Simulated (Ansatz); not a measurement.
# CoSi2: the cost of one run

Method: DFT PBEsol, scalar-relativistic, in Ansatz 0.2.0.

## (1) The structure to begin with

It takes space group Fm-3m (No. 225, cubic). Conventional cell: a = 5.365 Å, b = 5.365 Å, c = 5.365 Å, α = 90.00°, β = 90.00°, γ = 90.00°. Co (site symmetry m-3m) has 8 Si at 2.32 Å as nearest neighbours. Si (site symmetry -43m) is surrounded by 4 Co at 2.32 Å.

Coordinates:

```cif
data_structure
_symmetry_space_group_name_H-M 'Fm-3m'
_symmetry_Int_Tables_number 225
_cell_length_a 5.3650
_cell_length_b 5.3650
_cell_length_c 5.3650
_cell_angle_alpha 90.000
_cell_angle_beta 90.000
_cell_angle_gamma 90.000
_cell_volume 154.42
loop_
_atom_site_label
_atom_site_type_symbol
_atom_site_symmetry_multiplicity
_atom_site_Wyckoff_symbol
_atom_site_fract_x
_atom_site_fract_y
_atom_site_fract_z
_atom_site_occupancy
Co1 Co 4 a 0.00000 0.00000 0.00000 1
Si1 Si 8 c 0.25000 0.75000 0.75000 1
```

The file gives the conventional cell by its symmetry; the runs use the cell typed in the input.

Atoms are numbered in the order of the input: Co1, Si2, Si3.

## (2) After the deformation

Space group Fm-3m before, I4/mmm after.

## (3) All-electron LAPW

The input, input.yaml:

```yaml
crystal:
  lattice:
    - [0.0, 2.62885, 2.6825]
    - [2.62885, 0.0, 2.6825]
    - [2.62885, 2.62885, 0.0]
  atoms:
    - { symbol: Co, position: [0.0, 0.0, 0.0], spin: 2.0 }
    - { symbol: Si, position: [0.25, 0.25, 0.25] }
    - { symbol: Si, position: [0.75, 0.75, 0.75] }
magnetization:
  spin_polarized: true
kpoints:
  mp_grid: { grid: [11, 11, 11] }
  band_path:
    path:
      - [0.0, 0.0, 0.0]
      - [0.0, 0.5, 0.5]
      - [0.25, 0.75, 0.5]
      - [0.0, 0.5, 0.0]
      - [0.0, 0.0, 0.0]
      - [0.5, 0.5, 0.0]
      - [0.37005, 0.62995, 0.0]
      - [-0.37005, 0.37005, 0.0]
      - [0.0, 0.0, 0.0]
    npoints: 5
scf:
  occupations: { method: fermi_dirac, width: 0.05 }
hamiltonian:
  xc: pbesol
  pseudopotentials: { kind: all_electron, lapw: { basis_error: 0.001 } }
output:
  forces: true
  stress: true
  eigenvalues: true
```

Started as:

```
$ ansatz run input.yaml --threads 1 --pin off --max-ram 6144MiB --backend cpu --events-out ev --progress --plain --runs-dir out
```

What time and memory should one allow on 1 thread of Arm Neoverse V2, shared host?

About 90 s, with a peak of 0.87 GiB.
